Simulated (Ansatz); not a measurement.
Input and command of a plane-wave DFT calculation in Ansatz:

```yaml
crystal:
  lattice:
    - [3.8830454554, 0.0, 0.0]
    - [-1.9415227277, 3.3628160085, 0.0]
    - [0.0, 0.0, 4.7136806754]
  atoms:
    - { symbol: Al, position: [0.0, 0.0, 0.0] }
    - { symbol: Al, position: [0.3333333333, 0.6666666667, 0.6466283776] }
    - { symbol: Al, position: [0.6666666667, 0.3333333333, 0.3533716224] }
    - { symbol: Ni, position: [0.3333333333, 0.6666666667, 0.1462915296] }
    - { symbol: Ni, position: [0.6666666667, 0.3333333333, 0.8537084704] }
basis:
  ecutwfc: 420
kpoints:
  mp_grid: { grid: [12, 12, 8] }
hamiltonian:
  xc: pbesol
scf:
  occupations: { method: gaussian, width: 0.1 }
output:
  forces: true
  stress: true
  eigenvalues: true
relax:
  adjacent_minimum: "off"
  f_tol: 0.008
  max_steps: 40
```

```bash
ansatz run input.yaml --threads 1 --pin off --max-ram 2560MiB --backend cpu --events-out ev --progress --plain --runs-dir out
```

Processor: Intel(R) Xeon(R) Platinum 8488C (Sapphire Rapids), 1 thread, on a host shared with other jobs.

Problem. How long does it run, and how much memory does it take?

Solution. About 29 s on 1 thread of Intel(R) Xeon(R) Platinum 8488C (Sapphire Rapids) (shared host), peak memory 0.5 GiB. It solves 28 bands at 131 k points (the mesh reduced by the symmetry that the task leaves, which can be less than the crystal's) with about 1203 plane waves, in 18 SCF iterations over 3 ionic steps.
